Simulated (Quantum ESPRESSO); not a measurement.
Al2Pt, 3 atoms in the cell. The structure is cubic, space group Fm-3m (No. 225). The conventional cell has a = 5.910 Å, b = 5.910 Å, c = 5.910 Å, α = 90.00°, β = 90.00°, γ = 90.00°. Around Pt (site symmetry m-3m) lie 8 Al at 2.56 Å. Al (site symmetry -43m) is surrounded by 4 Pt at 2.56 Å. 

```yaml
Program: Quantum ESPRESSO 7.5
Task: single point
Functional: PBE
Potentials_or_basis: SSSP 1.3 efficiency PBE
Cutoff: 748 eV
Density_cutoff: 5987 eV
k_mesh: 8 × 8 × 8
Occupations: fermi-dirac, width 0.05 eV
Spin: no spin polarisation
Mixing_beta: 0.5
Most_SCF_iterations: 120
SCF_threshold: 6e-10 Ry
```

Potentials or basis: SSSP 1.3 efficiency PBE.

The run is started by

```sh
$ OMP_NUM_THREADS=1 mpirun -n 2 pw.x -nk 2 -in pw.in > pw.out
$ OMP_NUM_THREADS=1 mpirun -n 1 pp.x -in pp_density.in > pp_density.out
$ OMP_NUM_THREADS=1 mpirun -n 1 pp.x -in pp_potential.in > pp_potential.out
```

Hardware: 2 MPI ranks on AMD EPYC 7R43 64-Core Processor (Zen 3) (shared host).

Q: How long does it take, and how much memory?

A: Run time: 28 s on 2 MPI ranks on AMD EPYC 7R43 64-Core Processor (Zen 3) (shared host), peak memory 0.32 GiB a rank. Counts: scf iterations 11, k pools 2, bands 18, k points 29, g dense 54313.
